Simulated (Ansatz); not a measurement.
**C: equation of state with PBE0**

Slab: C, a slab with vacuum.

```
CELL_PARAMETERS angstrom
2.45617 0.00000 0.00000
-1.22809 2.12711 0.00000
0.00000 0.00000 8.52380
ATOMIC_POSITIONS crystal
C 0.66667 0.33333 0.00000
C 0.33333 0.66667 0.00000
```

| Item | Value |
| --- | --- |
| Program | Ansatz 0.2.0 |
| Task | equation of state |
| Functional | PBE0 |
| Potentials or basis | Ansatz PAW |
| Cutoff | 420 eV |
| Density cutoff | 1680 eV |
| k mesh | 8 × 8 × 2 |
| Occupations | fermi-dirac, width 0.05 eV |
| Spin | no spin polarisation |

* Equilibrium volume: 22.08 Å³/atom
* Bulk modulus at fixed shape and positions: 116 GPa
* Pressure derivative of the bulk modulus: 3.5

Energy against volume, from the lowest point:
| volume (Å³/atom) | energy (meV/atom) |
| --- | --- |
| 20.930 | 23.09 |
| 21.376 | 8.10 |
| 21.821 | 0.64 |
| 22.266 | 0.00 |
| 22.712 | 5.76 |
| 23.157 | 17.18 |
| 23.602 | 33.85 |

It used 83 s of CPU time on 2 threads of AMD EPYC 7R13 Processor (Zen 3), with other jobs on the host, which was overloaded at the time.

Caveat: the k mesh is coarse (spacing up to 0.37 Å⁻¹), so the values aren't converged, least of all with exact exchange; the cell was scaled at fixed shape and fractional positions, which overstates the stiffness of a crystal with free parameters, most of all of layers and chains; the PAW data sets were made with another functional, which shifts forces and pressure a little.
